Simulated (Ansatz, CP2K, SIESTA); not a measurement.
# TiAl: 4 runs at one level of theory

```xyz
2
Lattice="3.1791 0.0000 0.0000 0.0000 3.1791 0.0000 0.0000 0.0000 3.1791" Properties=species:S:1:pos:R:3 pbc="T T T"
Ti    0.0000    0.0000    0.0000
Al    1.5895    1.5895    1.5895
```

The cell comes from a database or a generator and needn't be the stable form of this composition.

Alike in all runs: task band structure; functional LDA; k mesh 8 × 8 × 8; occupations fermi-dirac, width 0.05 eV; no spin polarisation; no spin-orbit coupling. LDA stands for any of its common fits. Pressure is positive in compression and, in plane waves, holds the error of the finite cutoff, which Ansatz's Pulay term estimates and takes out.

```
                                                                                   program and potentials  plane-wave cutoff (eV)                                                                                   notes  pressure (GPa)
                                                                                       Ansatz, Ansatz PAW                     420  potentials made for PBE, which Ansatz adapts in part; Pulay term of +0.05 GPa included           -5.81
SIESTA, files PseudoDojo sr-lda-0.4.1-standard, DZP (energy shift 0.003 Ry; two zetas on semicore shells)                       -                                                                            atomic basis           -5.57
                          CP2K, GTH_POTENTIALS Ti GTH-PADE-q12, Al GTH-PADE-q3; TZVP-MOLOPT-PBE-GTH basis                       -                                                                            atomic basis           -6.17
                                                           Ansatz, all-electron LAPW, scalar-relativistic                       -                                                                                       -           -5.84
```

The pressure spans -6.17 (CP2K, GTH_POTENTIALS Ti GTH-PADE-q12, Al GTH-PADE-q3; TZVP-MOLOPT-PBE-GTH basis) to -5.57 GPa (SIESTA, files PseudoDojo sr-lda-0.4.1-standard, DZP (energy shift 0.003 Ry; two zetas on semicore shells)), with all-electron results at -5.84. Rows in atomic bases carry the error of their basis and grid, which can be large.

Differences between rows come from potentials, basis sets and numerical settings, since the functional is the same but for its coding. Runs on potential files found faulty are left out.
